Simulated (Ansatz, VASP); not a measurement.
SiC: VASP beside Ansatz

The input INCAR:

```
SYSTEM = SiC
PREC = Accurate
ENCUT = 520
EDIFF = 1E-6
ISMEAR = 0
SIGMA = 0.02
LREAL = .False.
LASPH = .True.
NELM = 100
ALGO = Normal
ISIF = 2
LWAVE = .False.
LCHARG = .True.
GGA = PS
LELF = .True.
LVHAR = .True.
NBANDS = 16
```

Contents of KPOINTS:

```
Automatic mesh
0
Gamma
  12 12 6
  0 0 0
```

File POSCAR:

```
SiC
1.0
    3.0918546585      0.0000000000      0.0000000000
   -1.5459273292      2.6776246791      0.0000000000
    0.0000000000      0.0000000000      5.0743103156
Si C
2 2
Direct
    0.6666666667      0.3333333333      0.5045786478
    0.3333333333      0.6666666667      0.0045786478
    0.6666666667      0.3333333333      0.8804213422
    0.3333333333      0.6666666667      0.3804213422
```

Input for Ansatz:

```yaml
crystal:
  lattice:
    - [3.0918546585, 0.0, 0.0]
    - [-1.5459273292, 2.6776246791, 0.0]
    - [0.0, 0.0, 5.0743103156]
  atoms:
    - { symbol: Si, position: [0.6666666667, 0.3333333333, 0.5045786478] }
    - { symbol: Si, position: [0.3333333333, 0.6666666667, 0.0045786478] }
    - { symbol: C, position: [0.6666666667, 0.3333333333, 0.8804213422] }
    - { symbol: C, position: [0.3333333333, 0.6666666667, 0.3804213422] }
basis:
  ecutwfc: 420
kpoints:
  mp_grid: { grid: [12, 12, 6] }
  band_path:
    path:
      - [[0.0, 0.0, 0.0], [0.5, 0.0, 0.0], [0.33333333, 0.33333333, 0.0], [0.0, 0.0, 0.0], [0.0, 0.0, 0.5], [0.5, 0.0, 0.5], [0.33333333, 0.33333333, 0.5], [0.0, 0.0, 0.5]]
      - [[0.5, 0.0, 0.5], [0.5, 0.0, 0.0]]
      - [[0.33333333, 0.33333333, 0.5], [0.33333333, 0.33333333, 0.0]]
    npoints: 14
hamiltonian:
  xc: pbesol
scf:
  occupations: { method: gaussian, width: 0.02 }
  n_extra_bands: 10
output:
  forces: true
  stress: true
  eigenvalues: true
  populations: true
  dos: { projected: true, de: 0.02, nscf_kmesh: { grid: [18, 18, 9] } }
  bader: true
  write_density: true
  write_potential: true
  elf: true
  volumetric_format: npy
```

Alike in both runs: task single point; functional PBEsol; k mesh 12 × 12 × 6; occupations gaussian, width 0.02 eV; no spin polarisation.

|  | VASP | Ansatz |
| --- | --- | --- |
| version | VASP 6.6.1 | Ansatz 0.2.0 |
| potentials or method | VASP PAW PBE potentials, release 64 (Si, C) | scalar-relativistic, plane waves, PAW |
| plane-wave cutoff (eV) | 520 | 420 |
| valence electrons in the cell | 16 | 16 |

```tsv
	VASP	Ansatz	Ansatz less VASP
gap on the k mesh at the Fermi level (eV)	2.14	2.15	+0.011
least direct gap on the mesh (eV)	3.82	3.83	+0.007
pressure (GPa)	-3.0	-3.4	-0.34
```

Caveats: the PAW data sets were made with another functional, which shifts forces and pressure a little (VASP). A k mesh can miss the band edges.
